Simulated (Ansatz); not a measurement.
Pt:

```xyz
1
Lattice="0.0000 1.9609 1.9609 1.9609 0.0000 1.9609 1.9609 1.9609 0.0000" Properties=species:S:1:pos:R:3 pbc="T T T"
Pt    0.0000    0.0000    0.0000
```

* Program: Ansatz 0.2.0
* Task: relaxation of cell and atoms
* Functional: PBE
* Potentials or basis: all-electron LAPW, scalar-relativistic
* Basis error allowed: 0.001 eV/atom
* k mesh: 12 × 12 × 12
* Occupations: fermi-dirac, width 0.05 eV
* Spin: no spin polarisation

At the start: volume 15.08 Å³/atom.

Where does the relaxation end?

Over 5 steps the energy falls by 17.5 meV/atom and the volume is 15.65 Å³/atom (+3.8 %); space group Fm-3m (No. 225, to 0.05 Å).

The path:
```csv
step,energy change (eV),largest force (eV/Å),volume (Å³)
1,0.0000,0.0000,15.08
2,-0.0172,0.0000,15.73
3,-0.0175,0.0000,15.66
4,-0.0175,0.0000,15.65
5,-0.0175,0.0000,15.65
```

Final structure:
```
CELL_PARAMETERS angstrom
0.00000 1.98538 1.98538
1.98538 0.00000 1.98538
1.98538 1.98538 0.00000
ATOMIC_POSITIONS crystal
Pt 0.00000 0.00000 0.00000
```
